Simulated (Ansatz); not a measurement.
**Ba: a short molecular-dynamics run**

What does Ba do over 40 steps of 2 fs at constant energy, with velocities drawn for 300 K? The cell is a slab of 8 atoms, taken as it stands, without a relaxation.

All numbers below are computed with Ansatz 0.2.0 (DFT PBE, plane waves, PAW, scalar-relativistic, no spin polarisation).

## (1) The starting structure

The cell holds 8 atoms (Ba8): a = 3.966 Å, b = 3.841 Å, c = 32.308 Å, α = 90.00°, β = 90.00°, γ = 57.72°.

As a file:

```xyz
8
Lattice="3.9664 0.0000 0.0000 2.0514 -3.2472 0.0000 0.0000 0.0000 32.3085" Properties=species:S:1:pos:R:3 pbc="T T T"
Ba    4.0429   -0.2657    4.6228
Ba    1.9929   -2.9927   17.2054
Ba    2.0303   -3.0312   11.2868
Ba    1.8257   -2.6959   23.5122
Ba    2.2318   -0.9766    1.9524
Ba    1.9482   -1.0636   14.0636
Ba    4.3981   -2.3760    7.8378
Ba    3.8387   -1.5740   20.7737
```

## (2) Molecular dynamics

input.yaml

```yaml
crystal:
  lattice:
    - [3.966402, 0.0, 0.0]
    - [2.051399, -3.247152, 0.0]
    - [0.0, 0.0, 32.308462]
  atoms:
    - { symbol: Ba, position: [0.976955, 0.08184, 0.143082] }
    - { symbol: Ba, position: [0.025766, 0.921648, 0.532536] }
    - { symbol: Ba, position: [0.029065, 0.933505, 0.349345] }
    - { symbol: Ba, position: [0.030899, 0.830229, 0.72774] }
    - { symbol: Ba, position: [0.407118, 0.300752, 0.060431] }
    - { symbol: Ba, position: [0.321756, 0.327558, 0.435291] }
    - { symbol: Ba, position: [0.730379, 0.731732, 0.242593] }
    - { symbol: Ba, position: [0.717089, 0.484742, 0.642981] }
kpoints:
  mp_grid: { grid: [4, 5, 1] }
magnetization:
  spin_polarized: false
scf:
  occupations: { method: fermi_dirac, width: 0.1 }
hamiltonian:
  pseudopotentials: { kind: paw }
  xc: pbe
basis:
  ecutwfc: 420
md:
  timestep: 2.0
  n_steps: 40
  ensemble: nve
  temperature: 300.0
  initial_velocities: maxwell_boltzmann
  seed: 407775
```

Started as:

```console
$ ansatz run input.yaml --threads 2 --pin off --max-ram 2560MiB --backend cpu --events-out ev --progress --plain --runs-dir out
```

**Question.** What will these runs give? Wanted: temperature, first and last step; temperature, second half; potential energy, second half; largest change of the total energy; mean square displacement, second half.

The runs gave:

```
                             quantity                           value
                               length                40 steps of 2 fs
     temperature, first and last step                  300 and 1050 K
             temperature, second half  mean 857 K, from 644 to 1050 K
        potential energy, second half     -63 meV/atom from the start
   largest change of the total energy                   0.01 meV/atom
mean square displacement, second half                     Ba 0.032 Å²
```

In words: The temperature starts at 300 K and averages 857 K in the second half, where it still rises, from 644 to 1050 K; the start was no minimum (force components up to 1.1 eV/Å), and the potential energy that it sheds (63 meV/atom) turns into motion. The total energy strays from its start by at most 0.01 meV/atom, under 0.1 % of the mean kinetic energy, so a step of 2 fs is short enough over this time. The farthest move is 0.45 Å, against a mean nearest distance of 3.4 Å at the start: no atom has changed site so far. 80 fs on 8 atoms is far too short and small for converged averages.
